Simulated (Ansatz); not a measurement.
Be2C:

```xyz
3
Lattice="0.0000 2.1650 2.1650 2.1650 0.0000 2.1650 2.1650 2.1650 0.0000" Properties=species:S:1:pos:R:3 pbc="T T T"
C     0.0000    0.0000    0.0000
Be    3.2475    3.2475    3.2475
Be    1.0825    1.0825    1.0825
```

Base run:

| Item | Value |
| --- | --- |
| Program | Ansatz 0.2.0 |
| Functional | HSE06 form with a typed share of exact exchange |
| Potentials or basis | Ansatz PAW |
| Cutoff | 420 eV (not typed: the program's choice for these potentials) |
| k mesh | 6 × 6 × 6 |
| Occupations | fermi-dirac, width 0.05 eV |
| Spin | no spin polarisation |

Its results: band gap on the k mesh 1.73 eV, indirect (least direct gap 4.93 eV); pressure -3.3 GPa.

Task: After a change of settings the same cell gave: band gap on the k mesh 1.40 eV, indirect (least direct gap 4.54 eV); pressure -2.4 GPa. Which change was it?
A. screening (1/å) from 0.3 to 0.15
B. screening (1/å) from 0.3 to 0.6
C. screening (1/å) from 0.3 to 0.1
D. screening (1/å) from 0.3 to 0.2

Result: B.

Caveats: the PAW data sets come from PBE, with cores solved anew for the run's functional, which leaves a small shift of forces and pressure; the thresholds are loose for stress.
